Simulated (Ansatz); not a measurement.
**HfC in Ansatz: the effect of target pressure**

The system is HfC.

```
Hf C
1.0
     0.00000    2.32500    2.32500
     2.32500    0.00000    2.32500
     2.32500    2.32500    0.00000
Hf C
1 1
Direct
  0.50000 0.50000 0.50000
  0.00000 0.00000 0.00000
```

Alike in all runs:

* Program: Ansatz 0.2.0
* Task: relaxation of cell and atoms
* Functional: PBEsol
* Potentials or basis: all-electron LAPW, scalar-relativistic
* Basis error allowed: 0.001 eV/atom
* k mesh: 10 × 10 × 10
* Occupations: fermi-dirac, width 0.05 eV
* Spin: no spin polarisation

Each run relaxes the cell or the atoms first.

**Question.** One run gave: relaxed volume 11.40 Å³/atom. Which target pressure did it use?
A. 10 GPa
B. 0 GPa
C. 30 GPa
D. 20 GPa
E. 5 GPa

**Answer.** D.

```tsv
target pressure	relaxed volume (Å³/atom)
0 GPa	12.23
5 GPa	11.99
10 GPa	11.78
20 GPa	11.40
30 GPa	11.07
```
